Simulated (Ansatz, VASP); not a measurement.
# ZnS (Sphalerite) in two plane-wave programs, part 2 of 2

One calculation is typed for both programs; each brings its own data sets and cutoff. How far apart do they land? The cell is taken from a series of VASP runs on this material, whose earlier steps may have relaxed, scaled or displaced it; both programs get it as it stands.

VASP 6.6.1 and Ansatz 0.2.0.

So far: The starting structure; VASP: band structure, r2SCAN; Ansatz: band structure, r2SCAN.

### Step 4. Side by side

Known differences besides the potentials themselves: VASP keeps PBE cores, Ansatz makes them for the functional; the cutoff is 500 eV in Ansatz and 400 eV in VASP. Total energies have different zeros and are not compared.

Compared:

| quantity | Ansatz | VASP | difference |
| --- | --- | --- | --- |
| pressure (GPa) | 0.38 | 0.00 | +0.38 |
| gap over the path points (eV) | 2.725 | 2.734 | -0.010 |

Levels at points of the path, from each program's valence-band top (eV; 4 filled, then empty):

| k (reciprocal lattice) | Ansatz | VASP |
| --- | --- | --- |
| 0.000 0.000 0.000 | -6.00 0.00 0.00 0.00 2.73 6.86 6.86 | -5.99 0.00 0.00 0.00 2.73 6.89 6.89 |
| 0.167 0.000 0.167 | -5.97 -1.54 -0.70 -0.70 4.40 5.72 7.98 | -5.97 -1.54 -0.70 -0.70 4.42 5.74 8.02 |
| 0.333 0.000 0.333 | -5.93 -3.53 -1.83 -1.83 4.27 4.93 10.07 | -5.93 -3.53 -1.83 -1.83 4.28 4.94 10.10 |
| 0.500 0.000 0.500 | -5.77 -4.67 -2.33 -2.33 3.69 4.47 11.83 | -5.77 -4.67 -2.33 -2.33 3.70 4.48 11.86 |
| 0.500 0.083 0.583 | -5.72 -4.68 -2.48 -2.47 4.12 4.86 11.02 | -5.72 -4.67 -2.48 -2.47 4.12 4.87 11.07 |
| 0.500 0.183 0.683 | -5.61 -4.70 -2.79 -2.76 5.41 6.07 9.29 | -5.61 -4.70 -2.79 -2.76 5.42 6.08 9.32 |
| 0.500 0.250 0.750 | -5.58 -4.70 -2.88 -2.84 6.03 6.64 8.47 | -5.58 -4.70 -2.87 -2.84 6.05 6.66 8.50 |
| 0.450 0.300 0.750 | -5.61 -4.71 -3.10 -2.41 5.43 6.51 8.83 | -5.60 -4.71 -3.10 -2.41 5.44 6.53 8.87 |
| 0.408 0.342 0.750 | -5.63 -4.73 -3.22 -2.02 4.71 6.46 9.60 | -5.63 -4.73 -3.22 -2.02 4.72 6.48 9.65 |
| 0.350 0.350 0.700 | -5.66 -4.75 -3.31 -1.72 4.70 6.93 9.59 | -5.66 -4.74 -3.31 -1.72 4.70 6.95 9.64 |

Among the levels compared at these points, filled levels agree within 10 meV and empty ones within 52 meV.

### Step 5. Ansatz: single point, r2SCAN

A single point gives forces, pressure and levels at one fixed geometry, so differences don't come from the geometry; what else differs is listed under the comparison.

The cell is taken from a series of VASP runs on this material, whose earlier steps may have relaxed, scaled or displaced it; both programs get it as it stands.

Contents of input.yaml:

```yaml
crystal:
  lattice:
    - [0.0, 2.6902736767, 2.6902736767]
    - [2.6902736767, 0.0, 2.6902736767]
    - [2.6902736767, 2.6902736767, 0.0]
  atoms:
    - { symbol: Zn, position: [0.0, 0.0, 0.0] }
    - { symbol: S, position: [0.25, 0.25, 0.25] }
hamiltonian:
  xc: r2scan
  pseudopotentials: { kind: paw }
kpoints:
  mp_grid: { grid: [11, 11, 11] }
scf:
  occupations: { method: gaussian, width: 0.05 }
  n_extra_bands: 4
output:
  forces: true
  stress: true
  eigenvalues: true
```

Launch:

```console
$ ansatz run input.yaml --threads 2 --pin off --max-ram 4608MiB --backend cpu --events-out ev --progress --plain --runs-dir out
```

Numbers of over 12 decimals in the logs are rounded to 6 here.

What it wrote:

```text
[...]
Crystal: 2 atoms, lattice volume = 38.942 Å³
Basis set: ecut = 500 eV, 965 PW (Γ), exchange–correlation on 120×120×120 points (64 copies of the dense FFT grid, shifted against one another)
Bands: 13, of which v1, the nominal top of the filled ones, is band 9 counted from 1 (8 counted from 0)
Symmetry: 24 space group operations
[...]
P = ⅓ Tr σ = 0.3778 GPa (3.778 kbar)
--- Band table (eV; the first three rows and the last of 56) ---
  k-point 0: bands = [... 5 lower, -0.3141, 5.6806, 5.6806, 5.6806, 8.4056, 12.5410, 12.5410, 12.5410]
  k-point 1: bands = [... 5 lower, -0.3152, 5.0266, 5.5960, 5.5960, 8.9089, 12.4602, 12.6912, 12.6912]
  k-point 2: bands = [... 5 lower, -0.3157, 3.7796, 5.3828, 5.3828, 9.5617, 12.6084, 13.0122, 13.0122]
  k-point 55: bands = [... 5 lower, 0.0820, 0.9741, 2.5940, 3.1764, 11.4844, 12.3312, 14.0647, 14.8029]
[key lines of the parts left out:]
SCF converged after 6 iterations
Free energy (F): -4233.450245 eV
Fermi energy:    7.043594 eV
```

Wall time 3.4 s (2 threads of Arm Neoverse V1, shared host); peak memory 0.45 GiB; 6.6 s of CPU time.

The run ends at a pressure of 0.38 GPa.

### Step 6. VASP: single point, r2SCAN

The same cell, functional, mesh and smearing now go to VASP, with its own data sets and cutoff.

Contents of INCAR:

```
SYSTEM = ZnS
PREC = Accurate
ENCUT = 400
EDIFF = 1E-06
NELM = 100
ISMEAR = 0
SIGMA = 0.05
LREAL = .FALSE.
ALGO = Normal
METAGGA = R2SCAN
LASPH = .TRUE.
NBANDS = 25
LORBIT = 11
LWAVE = .FALSE.
LCHARG = .FALSE.
KPAR = 2
LOPTICS = .TRUE.
NEDOS = 1500
CSHIFT = 0.1
```

Contents of POSCAR:

```
ZnS
1.0
    0.0000000000      2.6902736767      2.6902736767
    2.6902736767      0.0000000000      2.6902736767
    2.6902736767      2.6902736767      0.0000000000
Zn S
1 1
Direct
    0.0000000000      0.0000000000      0.0000000000
    0.2500000000      0.2500000000      0.2500000000
```

Contents of KPOINTS:

```
Automatic mesh
0
Gamma
11 11 11
0 0 0
```

The projector-augmented-wave data sets are Zn and S (PBE family, release 64).

Launch:

```console
$ mpirun -np 2 vasp_std
```

What it wrote:

```text
[banner, memory and clock lines left out]
running    2 mpi-ranks, on    1 nodes
[...]
[... a notice as in an earlier step ...]

 LDA part: xc-table for (None), standard interpolation
 POSCAR, INCAR and KPOINTS ok, starting setup
[...]
entering main loop
       N       E                     dE             d eps       ncg     rms          rms(c)
DAV:   1     0.843888292433E+02    0.84389E+02   -0.67456E+03  2873   0.729E+02
DAV:   2    -0.136271955725E+02   -0.98016E+02   -0.88739E+02  3064   0.194E+02
DAV:   3    -0.218377537034E+02   -0.82106E+01   -0.80946E+01  3374   0.531E+01
DAV:   4    -0.219303349680E+02   -0.92581E-01   -0.92518E-01  3151   0.575E+00
[...]
DAV:  12    -0.188607602315E+02   -0.26461E-04   -0.49827E-05  3154   0.939E-02    0.279E-02
DAV:  13    -0.188607537533E+02    0.64781E-05   -0.91921E-06  3459   0.270E-02    0.281E-02
DAV:  14    -0.188607527959E+02    0.95743E-06   -0.70496E-07  1811   0.714E-03
   1 F= -.18860753E+02 E0= -.18860753E+02  d E =-.689953E-11
 optical routines
 imaginary and real dielectric function
 direction            1
 direction            2
 direction            3
```

From OUTCAR (step 6):

```text
  Total       -0.0243424     -0.0243424     -0.0243424      0.0000000      0.0000000     -0.0000000
  in kB       -1.0015066     -1.0015066     -1.0015066      0.0000000      0.0000000     -0.0000000
  external PRESSURE =      -1.0015066 kB  Pullay stress =       0.0000000 kB

 POSITION                                       TOTAL-FORCE (eV/Angst)
 -----------------------------------------------------------------------------------
      0.00000      0.00000      0.00000         0.000000      0.000000     -0.000000
      1.34514      1.34514      1.34514        -0.000000     -0.000000      0.000000
 -----------------------------------------------------------------------------------
    total drift:                                0.000012      0.000012      0.000012

  FREE ENERGIE OF THE ION-ELECTRON SYSTEM (eV)
  ---------------------------------------------------
  free  energy   TOTEN  =       -18.8607527959 eV

  energy  without entropy=      -18.8607527959  energy(sigma->0) =      -18.86075280

[... 1 part as in an earlier step ...]

[... 2 further parts left out ...]
[key lines of the parts left out:]
E-fermi :   2.1553
```

The gap is read on the k-mesh alone, so it is an upper bound where the band edges lie off the mesh.

### Step 7. Side by side

Compared:

| quantity | Ansatz | VASP | difference |
| --- | --- | --- | --- |
| pressure (GPa) | 0.38 | -0.10 | +0.48 |
| gap on the k mesh (eV) | 2.725 | 2.735 | -0.010 |

A gap on the mesh is an upper bound, since the band edges may lie between its points.

### Step 8. Results

```json
{
  "difference in gap over the path points (band structure, r2SCAN)": "-0.0095 eV",
  "difference in gap on the k mesh (single point, r2SCAN)": "-0.0096 eV"
}
```

What this shows: The difference in gap on the k mesh is -0.0096 eV (single point, r2SCAN), within the 0.08 eV picked in this series as the mark of a large difference. Such differences can come from data sets, numerical settings and the points named under the comparisons, not from the functional's error against experiment.

[Lines on the potential files, build, host, timing and source positions are cut from VASP's logs without a mark.]

[Logs are printed without paths, hosts, clocks, repeated set-up lines and the standing remarks that a program may print on its own settings, such as how far it seeks lower states.]

[Hosts, paths, dates, database ids (printed as entryN), source tags and the programs' standing remarks are cut or masked in the printed files.]
